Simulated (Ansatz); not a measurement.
Here is an Ansatz 0.2.0 calculation.

Contents of input.yaml:

```yaml
crystal:
  lattice:
    - [2.7341, 0.0, 0.0]
    - [-1.36705, 2.3678000565, 0.0]
    - [0.0, 0.0, 4.3197]
  atoms:
    - { symbol: Os, position: [0.6666666667, 0.3333333333, 0.75] }
    - { symbol: Os, position: [0.3333333333, 0.6666666667, 0.25] }
hamiltonian:
  xc: r2scanh
  pseudopotentials: { kind: paw }
kpoints:
  mp_grid: { grid: [6, 6, 3] }
scf:
  occupations: { method: fermi_dirac, width: 0.05 }
output:
  forces: true
  stress: true
  eigenvalues: true
```

Potentials or basis: Ansatz PAW.

Launch:

```console
$ ansatz run input.yaml --threads 2 --pin off --max-ram 5632MiB --backend cpu --events-out ev --progress --plain --runs-dir out
```

(1) Estimate the pressure.

(2) Predict the band gap on the k mesh.

## Answers

(1) -2.8 GPa.

(2) none (metal or under the smearing width).

Caveat: the k mesh is coarse (spacing up to 0.48 Å⁻¹), so the values aren't converged, least of all with exact exchange; the PAW data sets come from PBE, with cores solved anew for the run's functional, which leaves a small shift of forces and pressure; the thresholds are loose for stress.
